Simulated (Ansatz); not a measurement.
# Ti2CO2 MXene monolayer in a perpendicular field, part 2 of 2

Aim: how the Ti2CO2 MXene monolayer screens a field along its normal, and what the field does to its bands. A positive field points along +c.

Ansatz 0.2.0; plane-wave DFT, PBE-D3(BJ), Ansatz PAW (set soft_1); PAW set soft_1.

So far. Step 2 (Relaxing the slab): The lattice constant a goes from 3.100 to 3.010 Å.

### Step 3. Atoms held, field 0

A sawtooth potential applies the field, turning back in the middle of the vacuum. With the dipole correction the typed value is the field outside the slab. The induced dipole is small, so the SCF threshold is tight.

The cell differs from the one that the last finished run ended in (c 40.243 → 22.432 Å).

input.yaml reads:

```yaml
crystal:
  lattice:
    - [3.0098224395, 0.0, 0.0]
    - [-1.5049112198, 2.6065826935, 0.0]
    - [0.0, 0.0, 22.4322786106]
  atoms:
    - { symbol: O, position: [0.3333333333, 0.6666666667, 0.4012075704] }
    - { symbol: Ti, position: [0.6666666667, 0.3333333333, 0.4419586946] }
    - { symbol: C, position: [0.0, 0.0, 0.5] }
    - { symbol: Ti, position: [0.3333333333, 0.6666666667, 0.5580413054] }
    - { symbol: O, position: [0.6666666667, 0.3333333333, 0.5987924296] }
kpoints:
  mp_grid: { grid: [18, 18, 1] }
  band_path:
    path: [[0, 0, 0], [0.5, 0, 0], [0.33333333, 0.33333333, 0], [0, 0, 0]]
    npoints: 16
hamiltonian:
  xc: pbe
  dispersion: d3bj
  pseudopotentials: { kind: paw, azcp: { folder: soft_1 } }
scf:
  occupations: { method: fermi_dirac, width: 0.02585 }
  convergence: { dr2_threshold: 1.0e-10 }
efield:
  axis: 3
  dipole_correction: true
  ramp_position: 0.97
  ramp_width: 0.06
  amplitude: 0
output:
  dos: { projected: true, e_range: [-6, 5] }
  write_potential: true
  write_density: true
  volumetric_format: npy
  elf: true
```

Started as:

```bash
$ ansatz run input.yaml --threads 2 --pin off --max-ram 3072MiB --backend cpu --events-out ev --progress --plain --runs-dir out
```

Numbers of over 12 decimals in the logs are rounded to 6 here.

Output:

```text
[...]
Crystal: 5 atoms, lattice volume = 175.989 Å³
Basis set: ecut = 420 eV, 3327 PW (Γ)
Bands: 25, of which v1, the nominal top of the filled ones, is band 20 counted from 1 (19 counted from 0)
Symmetry: 6 space group operations
k-points: 37 of 324 (time reversal used)
[...]
SCF iter   1: F=—  HF=-6398.815367 eV  |F-HF|=—  |Δ(HF+E_count)|=         —  Δρ=1.22e-1  dr2=3.09e1  ethr=3.10e-3  p=0.000 e·Å  D=8.83e-14 V/Å  ΔV_dip=-0.00 eV  dr2_dipole=1.31e-8  V_vac-E_F(+/−)=9.75/9.75 eV  ⟨swp⟩=8.2  Hψ=4897  notcnv=0
efield: sawtooth ramp at fractional position 0.9700 (set: `efield.ramp_position`, or a place that a band, a saddle search or an elastic batch's reference lends), width 0.0600; the density the first Hamiltonian is built on has a dipole p = 0.000 e·Å; the dipole correction subtracts the counter field D = 8.83e-14 V/Å, which shifts the + side's vacuum level by -0.00 eV against the − side's; the planar-averaged density in the ramp window peaks in size at 4.6e-7 e/Å³
[...]
SCF iter   2: F=—  HF=-6402.522645 eV  |F-HF|=—  |Δ(HF+E_count)|=    3.71e0  Δρ=2.17e-1  dr2=9.37e1  ethr=3.10e-3  p=0.000 e·Å  D=8.22e-5 V/Å  ΔV_dip=-0.00 eV  dr2_dipole=5.41e-6  V_vac-E_F(+/−)=7.85/7.85 eV  ⟨swp⟩=6.9  Hψ=3292  notcnv=0  defer=38  recentre
[...]
SCF iter  15: F=-6391.595334 eV  HF=-6391.595334 eV  |F-HF|=2.36e-11  |Δ(HF+E_count)|=  9.09e-13  Δρ=1.22e-7  dr2=5.71e-11  ethr=1.00e-12  p=-0.000 e·Å  D=-3.28e-8 V/Å  ΔV_dip=0.00 eV  dr2_dipole=2.69e-12  V_vac-E_F(+/−)=5.70/5.70 eV  ⟨swp⟩=5.1  Hψ=2825  notcnv=0
SCF 1 converged in 15 iterations: F = -6391.595334 eV  dr2 = 5.71e-11
[...]
NSCF: frozen V_eff on 49 k-points
efield: sawtooth ramp at fractional position 0.9700 (kept from the solve that this one continues, or follows in the run), width 0.0600; the density the first Hamiltonian is built on has a dipole p = -0.000 e·Å; the dipole correction subtracts the counter field D = -3.28e-8 V/Å, which shifts the + side's vacuum level by +0.00 eV against the − side's; the planar-averaged density in the ramp window peaks in size at 1.6e-7 e/Å³
WARN: The output density's exchange-correlation potential varies sharply where the density is thin. Do not read a vacuum level from v_tot or v_xc, or from such a field of the output density. On a cell that repeats whose density bears no net charge and no dipole along the vacuum's axis use v_es (v_loc + v_h of the components); under efield.dipole_correction with no amplitude use v_es + v_field, which holds any externa [...]
SCF converged after 15 iterations
Free energy (F): -6391.595334 eV
[...]
Internal energy: -6391.595310 eV  (E = F + TS)
E sigma→0 (E₀):  -6391.595322 eV
Entropy (-TS):   -0.000023 eV (-0.005 meV/atom)
Fermi energy:    -0.375281 eV
Dipole field:    D = 0.000002 V/Å  (p = 0.000002 e·Å, saw-weighted, corrected)
Work function:   Φ+ = 5.6974 eV   Φ− = 5.6975 eV
Levels:          The Fermi level and band energies are counted from a zero that moves with the ramp; work functions are not
[...]
--- Band table (eV; the first three rows and the last of 37) ---
  k-point 0: bands = [... 16 lower, -5.0295, -1.6540, -0.5116, -0.5116, 0.1514, 0.1514, 0.9778, 0.9778, ... 1 higher]
  k-point 1: bands = [... 16 lower, -4.9369, -1.5916, -0.9200, -0.7773, 0.3177, 0.4172, 0.8607, 0.9886, ... 1 higher]
  k-point 2: bands = [... 16 lower, -4.7389, -1.6582, -1.4785, -1.1870, 0.2980, 0.7458, 0.9748, 1.1096, ... 1 higher]
  k-point 36: bands = [... 16 lower, -4.6012, -3.6876, -3.3824, -3.3824, 0.6779, 1.1083, 1.1083, 1.9280, ... 1 higher]
```

Elapsed: 10 s, on 2 threads of Intel Xeon 6975P-C (Granite Rapids), shared host; peak memory 0.62 GiB; 20 s of CPU time.

This step gave:

| Item | Value |
| --- | --- |
| dipole along the normal | 2.26e-6 e·Å |
| gap along the path | 0.3045 eV |
| smallest direct gap along the path | 0.6630 eV |
| ionisation energy, upper face | 5.834 eV |
| electron affinity, upper face | 5.529 eV |
| gap, the smaller of path and mesh | 0.3045 eV |

Running mean over a fixed 2.5 Å (it still follows the layers) of the planar mean; the ramp of the sawtooth is left out. Table of electron's electrostatic potential energy less the Fermi level by z:

z (Å), electron's electrostatic potential energy less the Fermi level (eV) and a bar from the least value:
```
        3        5.7 ##############################
        4        5.7 ##############################
        5        5.7 ##############################
        6        5.7 ##############################
        7        5.5 ##############################
        8        1.4 ######################
        9       -6.1 ########
       10      -10.4 
       11       -9.5 ##
       12      -10.3 
       13       -8.5 ####
       14       -1.8 ################
       15        4.6 ############################
       16        5.7 ##############################
       17        5.7 ##############################
       18        5.7 ##############################
       19        5.7 ##############################
```

The density of states has structure finer than the step of the table below, so its rows give means over 0.25 eV, whole bins alone (the curve runs from -6 to 1.09 eV). Peaks (eV: height): -5.670: 8.72, -5.390: 11.0, -4.980: 8.42, -4.650: 14.7, -4.480: 17.8, -4.240: 18.0, -2.060: 7.72.

Density of states against energy, zero at the Fermi level of the run, which the smearing sets inside the gap; means over each step:

energy (eV), density of states (states/eV a cell) and a bar:
```
    -5.75        5.2 #################
    -5.50        5.5 ###################
    -5.25        3.7 #############
    -5.00        5.2 ##################
    -4.75        8.9 ##############################
    -4.50        7.5 #########################
    -4.25        6.1 #####################
    -4.00        1.2 ####
    -3.75        0.5 ##
    -3.50        1.7 ######
    -3.25        2.3 ########
    -3.00        2.4 ########
    -2.75        1.9 ######
    -2.50        2.0 #######
    -2.25        2.7 #########
    -2.00        3.4 ###########
    -1.75        2.7 #########
    -1.50        1.3 ####
    -1.25        1.6 #####
    -1.00        0.6 ##
    -0.75        0.3 #
    -0.50        0.2 #
    -0.25        0.1 
     0.00        0.0 
     0.25        1.1 ####
     0.50        3.1 ###########
     0.75        2.9 ##########
```

Projected DOS per atom over height of the atomic layer and energy from the Fermi level. Layers: O Ti C Ti O from below.

Values in states/eV, 22 rows by 5 columns, each cell a mean:
```
0.08 0.62 0.09 0.62 0.08
0.25 1.45 0.16 1.45 0.25
0.17 0.49 0.04 0.49 0.17
0.00 0.01 0.00 0.01 0.00
0.02 0.02 0.06 0.02 0.02
0.03 0.05 0.11 0.05 0.03
0.12 0.09 0.30 0.09 0.12
0.24 0.19 0.60 0.19 0.24
0.24 0.33 0.92 0.33 0.24
0.43 0.43 1.43 0.43 0.43
0.35 0.37 1.14 0.37 0.35
0.25 0.29 0.80 0.29 0.25
0.41 0.35 0.81 0.35 0.41
0.44 0.39 0.74 0.39 0.44
0.28 0.23 0.38 0.23 0.28
0.22 0.05 0.05 0.05 0.22
2.38 0.43 0.27 0.43 2.38
2.90 1.07 0.58 1.07 2.90
1.91 0.86 0.98 0.86 1.91
1.09 0.54 0.42 0.54 1.09
1.91 0.74 0.19 0.74 1.91
1.23 0.67 0.57 0.67 1.23
```
Columns: height of the atomic layer (Å) from 9 to 13.4 (not evenly spaced); rows upwards: energy from the Fermi level (eV) from -5.96 to 1.06.

The electronic bands at the labelled points (eV, zero at the Fermi level of the run, which the smearing sets inside the gap):

```
  point  band 17  band 18  band 19  band 20  band 21  band 22  band 23  band 24
      Γ    -4.65    -1.28    -0.14    -0.14     0.53     0.53     1.35     1.35
halfway    -4.08    -3.01    -1.56    -1.54     0.45     1.35     1.67     2.27
      M    -4.22    -3.73    -2.03    -1.66     0.17     1.46     2.09     2.13
halfway    -4.27    -3.57    -2.63    -2.32     0.75     1.48     1.78     2.25
      K    -4.23    -3.31    -3.01    -3.01     1.05     1.48     1.48     2.30
halfway    -4.05    -3.01    -2.29    -1.72     0.66     1.52     1.77     2.10
      Γ    -4.65    -1.28    -0.14    -0.14     0.53     0.53     1.35     1.35
```

Electrostatic potential energy in the ca plane at fractional y = 0.333, with atoms of Ti and O within 0.2 Å of it. With pseudopotentials it is smooth inside the atoms' cores, unlike the true potential.

Values in eV, 5 rows by 16 columns, each cell a mean:
```
  5   5   5   5   5   5   5  -3 -31 -14   0  -7 -13   5   5   5
  5   5   5   5   5   5   4  -8 -39 -23   1 -15 -32   5   5   5
  5   5   5   5   5   5   5  -3 -31 -14  -1  -8 -14   5   5   5
  5   5   5   5   5   5   5   1  -5  -2  -5 -13   1   5   5   5
  5   5   5   5   5   5   5   1  -4  -2  -5 -13   1   5   5   5
```
Columns run along c (16.0 Å, from fractional 0.06 to 0.78 of the cell; values clipped at the 3rd and 97th percentile), rows up along a (3.0 Å). Atoms in or near the plane, at fractional coordinates: Ti at (0.44, 0.67), O at (0.60, 0.67).

ELF in the ca plane at fractional y = 0.333, with atoms of Ti and O within 0.2 Å of it. It is the smooth field of the valence electrons, not physical close to the nuclei.

Ten even steps from '0' (0.00) to '9' (0.82), each cell a mean:
```
00000000000000012213552354213799741000000000
00000000000000000028886122137989963100000000
00000000000000000038787111148749973100000000
00000000000000000017886122127989963100000000
00000000000000012322442365212688741000000000
00000000000000125774114786221123200000000000
00000000000000136886226896322100000000000000
00000000000000025763113786211134210000000000
```
Columns run along c (16.0 Å, from fractional 0.11 to 0.83 of the cell), rows up along a (3.0 Å). Atoms in or near the plane, at fractional coordinates: Ti at (0.44, 0.67), O at (0.60, 0.67).

Valence density in the ca plane at fractional y = 0.333, with atoms of Ti and O within 0.2 Å of it. It is the smooth field of the valence electrons, not physical close to the nuclei.

Ten steps, logarithmic in the rise over the least value, from '0' (0 e/Å³) to '9' (11 e/Å³), each cell a mean:
```
00000000000000000001124654322223454210000000
00000000000000000000137986322124687420000000
00000000000000000000148997321125798520000000
00000000000000000000137886322124677420000000
00000000000000000001224553332223444210000000
00000000000000000001333223333333321100000000
00000000000000000002333223343344211000000000
00000000000000000001233323333333322100000000
```
Columns run along c (16.0 Å, from fractional 0.06 to 0.78 of the cell), rows up along a (3.0 Å). Atoms in or near the plane, at fractional coordinates: Ti at (0.44, 0.67), O at (0.60, 0.67).

The gap is 0.30 eV, with the valence edge 5.83 eV and the conduction edge 5.53 eV under the upper vacuum level.

### Step 4. Single point, field 0.1 V/Å

input.yaml: that of step 3 with these lines changed.

```diff
@@ -26,7 +26,6 @@
   dipole_correction: true
-  ramp_position: 0.97
-  ramp_width: 0.06
-  amplitude: 0
+  ramp_position: 0.9331
+  ramp_width: 0.1337
+  amplitude: 0.1
 output:
-  dos: { projected: true, e_range: [-6, 5] }
   write_potential: true
@@ -34,2 +33 @@
   volumetric_format: npy
-  elf: true
```

Output:

```text
[...]
Crystal: 5 atoms, lattice volume = 175.989 Å³
Basis set: ecut = 420 eV, 3327 PW (Γ)
Bands: 25, of which v1, the nominal top of the filled ones, is band 20 counted from 1 (19 counted from 0)
Symmetry: 6 space group operations
k-points: 37 of 324 (time reversal used)
[...]
k-point 0: bands = [... 16 lower, -5.0295, -1.6542, -0.5118, -0.5118, 0.1512, 0.1512, 0.9777, 0.9777, ... 1 higher]
  k-point 1: bands = [... 16 lower, -4.9370, -1.5917, -0.9202, -0.7774, 0.3176, 0.4170, 0.8606, 0.9886, ... 1 higher]
  k-point 2: bands = [... 16 lower, -4.7390, -1.6584, -1.4786, -1.1872, 0.2978, 0.7456, 0.9747, 1.1095, ... 1 higher]
  k-point 36: bands = [... 16 lower, -4.5960, -3.6878, -3.3909, -3.3741, 0.6777, 1.1007, 1.1156, 1.9279, ... 1 higher]
[key lines of the parts left out:]
SCF converged after 14 iterations
Free energy (F): -6391.596511 eV
Fermi energy:    -0.375457 eV
Dipole field:    D = 0.024199 V/Å  (p = 0.023536 e·Å, saw-weighted, corrected)
```

The job ended after 9.7 s (2 threads; peak memory 0.56 GiB; 19 s of CPU time).

The dipole is 0.0235 e·Å, and the gap 0.304 eV.

### Step 5. Atoms held, field -0.1 V/Å

input.yaml: that of step 4 with these lines changed.

```diff
@@ -28,3 +28,3 @@
   ramp_width: 0.1337
-  amplitude: 0.1
+  amplitude: -0.1
 output:
```

Output:

```text
[...]
Crystal: 5 atoms, lattice volume = 175.989 Å³
Basis set: ecut = 420 eV, 3327 PW (Γ)
Bands: 25, of which v1, the nominal top of the filled ones, is band 20 counted from 1 (19 counted from 0)
Symmetry: 6 space group operations
k-points: 37 of 324 (time reversal used)
[...]
k-point 0: bands = [... 16 lower, -5.0297, -1.6544, -0.5119, -0.5119, 0.1510, 0.1510, 0.9775, 0.9775, ... 1 higher]
  k-point 1: bands = [... 16 lower, -4.9371, -1.5919, -0.9204, -0.7776, 0.3174, 0.4168, 0.8604, 0.9884, ... 1 higher]
  k-point 2: bands = [... 16 lower, -4.7392, -1.6585, -1.4788, -1.1873, 0.2977, 0.7454, 0.9745, 1.1094, ... 1 higher]
  k-point 36: bands = [... 16 lower, -4.5962, -3.6879, -3.3911, -3.3742, 0.6775, 1.1005, 1.1154, 1.9277, ... 1 higher]
[key lines of the parts left out:]
SCF converged after 14 iterations
Free energy (F): -6391.596511 eV
Fermi energy:    -0.375626 eV
Dipole field:    D = -0.024200 V/Å  (p = -0.023536 e·Å, saw-weighted, corrected)
```

Run time: 9.8 s. Hardware: 2 threads; peak memory 0.56 GiB.

The dipole is -0.0235 e·Å, and the gap 0.304 eV.

### Step 6. Response, atoms held

This step: plane-wave DFT, PBE-D3(BJ), Ansatz PAW (set soft_1); response to a field along the normal, atoms held; PAW set soft_1 (Ansatz 0.2.0).

The dipoles give the slope, and the difference of two potentials shows where the field is screened.

Numbers from this step:

- equivalent conductor thickness p/(ε₀AE): 5.428 Å
- distance between the outer atoms: 4.432 Å

The dipole of the cell by applied field:

```
applied field (V/Å)  dipole of the cell (e·Å)
            -0.1000                   -0.0235
             0.0000                    2.3e-6
             0.1000                    0.0235
```

Local field over the applied field, running mean. From the potentials at -0.1 and 0.1 V/Å; running mean over 2.5 Å. Local field over applied field against z:

```
z (Å)  local field over applied field
  4.5                           1.000
  5.0                           0.999
  5.5                           0.998
  6.0                           0.992
  6.5                           0.974
  7.0                           0.921
  7.5                           0.809
  8.0                           0.654
  8.5                           0.479
  9.0                           0.313
  9.5                           0.176
 10.0                          0.0925
 10.5                          0.0529
 11.0                          0.0447
 11.5                          0.0446
 12.0                          0.0563
 12.5                           0.101
 13.0                           0.192
 13.5                           0.334
 14.0                           0.503
 14.5                           0.677
 15.0                           0.827
 15.5                           0.931
 16.0                           0.978
 16.5                           0.993
 17.0                           0.998
 17.5                           1.000
 18.0                           1.000
```

Electrons, planar mean, per unit field. Induced electron density against z:

```
z (Å)  induced electron density (e/Å³ per V/Å)
  4.5                                   5.5e-7
  5.0                                   2.0e-6
  5.5                                   7.6e-6
  6.0                                   2.8e-5
  6.5                                   1.0e-4
  7.0                                   3.5e-4
  7.5                                  0.00109
  8.0                                  0.00279
  8.5                                  0.00360
  9.0                                  0.00151
  9.5                                   7.4e-4
 10.0                                  -1.2e-4
 10.5                                   6.4e-4
 11.0                                   5.4e-5
 11.5                                  -1.1e-4
 12.0                                  -6.2e-4
 12.5                                   1.6e-4
 13.0                                 -0.00101
 13.5                                 -0.00154
 14.0                                 -0.00374
 14.5                                 -0.00251
 15.0                                  -9.5e-4
 15.5                                  -3.0e-4
 16.0                                  -8.6e-5
 16.5                                  -2.4e-5
 17.0                                  -6.3e-6
 17.5                                  -1.7e-6
 18.0                                  -4.6e-7
```

The smaller of the gaps on the path and on the k-mesh, counted as 0 under 0.03 eV. The gap stays at 0.304 eV for applied field from -0.1 to 0.1 V/Å.

By hand: between -0.1 and 0.1 V/Å the dipole changes by 0.04707 e·Å, a slope of 0.2354 e·Å²/V. A perfect conductor of thickness t has p = ε₀AEt, so t = 180.95 × 0.2354 / 7.845 = 5.43 Å (e/ε₀ = 180.95 V·Å, A in Å²).

The induced dipole is that of a conductor 5.43 Å thick.

### Step 7. What came out

* gap without field: 0.304 eV
* ionisation energy, upper face: 5.83 eV
* electron affinity, upper face: 5.53 eV
* equivalent conductor thickness, atoms held: 5.43 Å

**Reading.** The induced dipole equals that of a perfect conductor 5.43 Å thick, while the outer atoms lie 4.43 Å apart; an out-of-plane ε follows only once a thickness t is chosen, by 1 − 1/ε = 5.43 Å / t. The gap stays within 0.01 eV of 0.30 eV over the fields run, up to 0.1 V/Å in size. Semilocal functionals give gaps that are too small, and excitons are not included. The MXene's terminations sit over the metal atoms of its far layer; the site over carbon or nitrogen, which some compounds prefer, was not run.

[Logs are printed without paths, hosts, clocks, repeated set-up lines and the standing remarks that a program may print on its own settings, such as how far it seeks lower states.]

[Hosts, paths, dates, database ids (printed as entryN), source tags and the programs' standing remarks are cut or masked in the printed files.]

[Maps of the electrostatic potential energy from Ansatz leave out the sawtooth potential of an applied field or a dipole correction, so their vacuum need not be flat; planar profiles and work functions include it.]

[The density of states shown here was stored with 400 of the rows of the run's finer table, so its peaks can read low, often by over a quarter, or be missed, and its means over a window can be off by a tenth or more.]
